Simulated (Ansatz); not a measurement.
# ZnS: stress in a strained cell

Aim: deform ZnS (equal xx and yy strain of +1 %) and compute stress, forces and field gradients with LAPW, PAW and all-electron datasets made for the crystal.

Program: Ansatz 0.2.0. Level of theory: DFT PBE, scalar-relativistic. These are calculated values, not measurements.

## Step 1: The starting structure

The structure is cubic, space group F-43m (No. 216). The conventional cell has a = 5.409 Å, b = 5.409 Å, c = 5.409 Å, α = 90.00°, β = 90.00°, γ = 90.00°. Zn (site symmetry -43m) has 4 S at 2.34 Å as nearest neighbours. S (site symmetry -43m) is surrounded by 4 Zn at 2.34 Å.

Coordinates:

```cif
data_structure
_symmetry_space_group_name_H-M 'F-43m'
_symmetry_Int_Tables_number 216
_cell_length_a 5.4093
_cell_length_b 5.4093
_cell_length_c 5.4093
_cell_angle_alpha 90.000
_cell_angle_beta 90.000
_cell_angle_gamma 90.000
_cell_volume 158.28
loop_
_atom_site_label
_atom_site_type_symbol
_atom_site_symmetry_multiplicity
_atom_site_Wyckoff_symbol
_atom_site_fract_x
_atom_site_fract_y
_atom_site_fract_z
_atom_site_occupancy
Zn1 Zn 4 a 0.00000 0.00000 0.00000 1
S1 S 4 c 0.25000 0.25000 0.25000 1
```

The file gives the conventional cell by its symmetry; the runs use the cell typed in the input.

Atoms are numbered in the order of the input: Zn1, S2.

## Step 2: After the deformation

Space group F-43m before, I-4m2 after.

## Step 3: LAPW, all electrons

Contents of input.yaml:

```yaml
crystal:
  lattice:
    - [0.0, 2.7316965, 2.70465]
    - [2.7316965, 0.0, 2.70465]
    - [2.7316965, 2.7316965, 0.0]
  atoms:
    - { symbol: Zn, position: [0.0, 0.0, 0.0] }
    - { symbol: S, position: [0.75, 0.75, 0.75] }
kpoints:
  mp_grid: { grid: [8, 8, 8] }
  band_path:
    path:
      - [0.0, 0.0, 0.0]
      - [0.0, 0.5, 0.5]
      - [0.25, 0.75, 0.5]
      - [0.0, 0.5, 0.0]
      - [0.0, 0.0, 0.0]
      - [0.5, 0.5, 0.0]
      - [0.3775125, 0.6224875, 0.0]
      - [-0.3775125, 0.3775125, 0.0]
      - [0.0, 0.0, 0.0]
    npoints: 5
scf:
  occupations: { method: fermi_dirac, width: 0.01 }
hamiltonian:
  xc: pbe
  pseudopotentials: { kind: all_electron, lapw: { basis_error: 0.00025 } }
output:
  forces: true
  stress: true
  eigenvalues: true
```

The run is started by

```bash
$ ansatz run input.yaml --threads 1 --pin off --max-ram 3072MiB --backend cpu --events-out ev --progress --plain --runs-dir out
```

## Step 4: Frozen-core PAW

Contents of input.yaml:

```yaml
crystal:
  lattice:
    - [0.0, 2.7316965, 2.70465]
    - [2.7316965, 0.0, 2.70465]
    - [2.7316965, 2.7316965, 0.0]
  atoms:
    - { symbol: Zn, position: [0.0, 0.0, 0.0] }
    - { symbol: S, position: [0.75, 0.75, 0.75] }
kpoints:
  mp_grid: { grid: [8, 8, 8] }
scf:
  occupations: { method: fermi_dirac, width: 0.01 }
hamiltonian:
  xc: pbe
  pseudopotentials: { kind: paw }
output:
  forces: true
  stress: true
  eigenvalues: true
  efg: { contact_densities: true }
  write_density: true
  write_potential: true
  elf: true
  volumetric_format: npy
```

## Step 5: All-electron PAW on datasets made for the crystal

Changes to input.yaml since step 4:

```diff
@@ -14,3 +14,3 @@
   xc: pbe
-  pseudopotentials: { kind: paw }
+  pseudopotentials: { kind: all_electron, datasets: crystal }
 output:
@@ -20,5 +20 @@
   efg: { contact_densities: true }
-  write_density: true
-  write_potential: true
-  elf: true
-  volumetric_format: npy
```

(Steps that only read results are left out.)

**Question.** What will these runs give? Wanted: pressure; largest shear or deviatoric stress.

**Answer**, as computed:

| quantity | value |
| --- | --- |
| pressure | LAPW -0.05, PAW -0.07, crystal datasets -0.06 GPa |
| largest shear or deviatoric stress (LAPW) | 0.27 GPa |

What this shows: The largest part of the stress beyond the pressure is 0.27 GPa in size, in the zz component; the atoms are carried along and not relaxed. No run of the undeformed cell stands beside it, so the pressure holds what the given cell had before the change. PAW: stress within 0.01 GPa of LAPW. Crystal datasets: stress within 0.01 GPa of LAPW.
